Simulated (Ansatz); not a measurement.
Nb under changes of volume

One of the cells (18.428 Å³/atom); the others are scaled copies at fixed shape and fractional positions:

```
Nb
1.0
    -1.66395    1.66395    1.66395
     1.66395   -1.66395    1.66395
     1.66395    1.66395   -1.66395
Nb
1
Direct
  0.00000 0.00000 0.00000
```

```yaml
Program: Ansatz 0.2.0
Functional: PBEsol0
Potentials_or_basis: Ansatz PAW
Cutoff: "420 eV (not typed: the program's choice for these potentials)"
k_mesh: 6 × 6 × 6
Occupations: fermi-dirac, width 0.05 eV
Spin: no spin polarisation
```

```tsv
volume (Å³/atom)	energy over the lowest point (meV/atom)	pressure (GPa)
17.322	0.00	-3.6
17.691	?	?
18.060	33.01	-10.3
18.428	60.37	-13.4
18.797	94.56	-16.3
19.165	134.89	-18.8
19.534	180.73	-21.0
```

Task: What does the run at 17.691 Å³/atom give?

Result: Energy over the lowest point 13.19 meV/atom; pressure -6.9 GPa.

Worked out: A Birch-Murnaghan fit of order 3 (a polynomial in V^(-2/3)) to the other rows has its minimum at 16.96 Å³/atom, just outside them, with B0 = V·E''(V) = 181 GPa (rough, since the energies scatter). It gives 12.59 meV/atom at 17.691 Å³/atom, against the run's 13.19, and -dE/dV = -7.2 GPa, against -6.9.

Energies are extrapolated to zero smearing.

Caveats: all runs use coarse meshes; the PAW data sets come from PBE, with cores solved anew for the run's functional, which leaves a small shift of forces and pressure; the thresholds are loose for stress.
